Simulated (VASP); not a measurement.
# ZrSi₂: convergence, relaxation of the atoms

ZrSi₂, P1 (no. 1), 6 atoms in the cell. PBE, relaxation of the atoms; PAW potentials Zr_sv, Si (PBE set). VASP 6.6.1.

Wanted: energy within 1 meV/atom; two shortest distances of each atom within 0.01 Å.

POSCAR:
```
ZrSi2
1.0
    1.8530000000     -7.3675000000      0.0000000000
    1.8530000000      7.3675000000      0.0000000000
    0.0000000000      0.0000000000      3.6720000000
Zr Si
2 4
Direct
    0.1139010000      0.9073580000      0.2533620000
    0.8718850000      0.0877290000      0.7555490000
    0.7435330000      0.2447290000      0.2540060000
    0.2608680000      0.7584670000      0.7574430000
    0.4407020000      0.5401010000      0.2380310000
    0.5691120000      0.4616160000      0.7416090000
```

The series start from Force threshold EDIFFG (eV/Å): -0.02; Electronic threshold EDIFF (eV): 1e-6; Relaxation method: conjugate gradient, POTIM 0.5; Mixing and least electronic steps: default. Each series keeps the choices made before it, and each single choice may use up half of a tolerance.

## Force threshold EDIFFG (eV/Å)

| Force threshold EDIFFG (eV/Å) | Energy less reference (meV/atom) | Two shortest distances of each atom, largest deviation (Å) | SCF iterations | Time (s) |
|---|---|---|---|---|
| -0.1 | 0.1 | 0.009 | 44 | 48 |
| -0.05 | 0.1 | 0.009 | 44 | 52 |
| -0.02 | 0.0 | 0.003 | 52 | 55 |
| -0.01 | 0.0 | 0.001 | 58 | 63 |
| -0.003 (reference) | 0.0 | 0.000 | 63 | 70 |

Chosen: -0.02, the loosest value from which every tighter one stays within half of the tolerance.

## Electronic threshold EDIFF (eV)

| Electronic threshold EDIFF (eV) | Energy less reference (meV/atom) | Two shortest distances of each atom, largest deviation (Å) | SCF iterations | Time (s) |
|---|---|---|---|---|
| 0.001 | 0.0 | 0.000 | 28 | 41 |
| 0.0001 | 0.0 | 0.000 | 36 | 40 |
| 1e-5 | 0.0 | 0.000 | 45 | 49 |
| 1e-6 | 0.0 | 0.000 | 52 | 55 |
| 1e-7 (reference) | 0.0 | 0.000 | 59 | 65 |

Chosen: 0.001.

## Relaxation method

| Relaxation method | Energy less reference (meV/atom) | Two shortest distances of each atom, largest deviation (Å) | SCF iterations | Time (s) |
|---|---|---|---|---|
| conjugate gradient, POTIM 0.5 | 0.0 | 0.000 | 28 | 41 |
| conjugate gradient, POTIM 0.2 | 0.0 | 0.001 | 33 | 40 |
| conjugate gradient, POTIM 1.0 | 0.0 | 0.001 | 30 | 33 |
| quasi-Newton, POTIM 0.5 | 0.0 | 0.001 | 25 | 30 |
| quasi-Newton, POTIM 0.3, 10 steps kept | 0.0 | 0.001 | 25 | 32 |
| quasi-Newton, POTIM 0.5, at least 5 electronic steps | 0.0 | 0.001 | 39 | 39 |
| damped dynamics, POTIM 0.2, SMASS 0.4 | 0.0 | 0.001 | 53 | 75 |
| damped dynamics, POTIM 0.4, SMASS 0.8 | 0.0 | 0.001 | 32 | 39 |
| velocity quench, POTIM 0.1 | 0.0 | 0.002 | 27 | 34 |

Chosen: quasi-Newton, POTIM 0.5; it saves 11.0 s of 41, so conjugate gradient, POTIM 0.5 would do nearly as well.

## Mixing and least electronic steps

| Mixing and least electronic steps | Energy less reference (meV/atom) | Two shortest distances of each atom, largest deviation (Å) | SCF iterations | Time (s) |
|---|---|---|---|---|
| default | 0.0 | 0.000 | 25 | 30 |
| MAXMIX 40 | 0.0 | 0.002 | 23 | 30 |
| NELMIN 4 | 0.0 | 0.000 | 33 | 35 |
| NELMIN 4, MAXMIX 40 | 0.0 | 0.000 | 33 | 35 |
| ALGO Fast | 0.0 | 0.003 | 29 | 32 |

Chosen: default; no other choice that stays within half of the tolerance saves 30 % of the time.

## All choices together

| Input | Energy less reference (meV/atom) | Two shortest distances of each atom, largest deviation (Å) | Time (s) |
|---|---|---|---|
| program defaults (naive) | 0.1 | 0.007 | 35 |
| chosen settings | 0.0 | 0.002 | 30 |
| reference settings throughout | 0.0 | 0.000 | 80 |

The tolerance is met.

## The input

INCAR:
```
PREC = Normal ; ENCUT = 300
EDIFF = 0.001 ; ISMEAR = 1
SIGMA = 0.1 ; LREAL = False
LASPH = True ; NELM = 100
ALGO = Normal ; LWAVE = False
LCHARG = False ; IBRION = 1
NSW = 150 ; ISIF = 2
EDIFFG = -0.02 ; POTIM = 0.5
KPAR = 8
```

KPOINTS:
```
k-points
0
Gamma
  6 6 6
```

Commands:
```
cat potpaw_PBE.64/Zr_sv/POTCAR potpaw_PBE.64/Si/POTCAR > POTCAR
mpirun -np 8 vasp_std > vasp.out
```

The naive input happens to agree within the tolerance here, in 35 s.

Limits: the start was distorted on purpose (atoms moved at random), so the space group given is the start's and not the crystal's.

The chosen input took VASP 6.6.1 30 s on 8 cores (AMD EPYC 7R13 (Zen 3)), a shared host.

## An input that fails: ionic step far too long

VASP's message: internal error in: us.F  at line: 1398 internal ERROR SETYLM_AUG: -55 -62 33 33 -56 1 -63 If you are not a developer, you should not encounter this problem. Please submit a bug report.

Changes against the starting input:
```
- NELM = 100
- IBRION = 2
- NSW = 150
- POTIM = 0.5
+ NELM = 60
+ IBRION = 3
+ NSW = 30
+ POTIM = 5.0
+ SMASS = 0.4
```
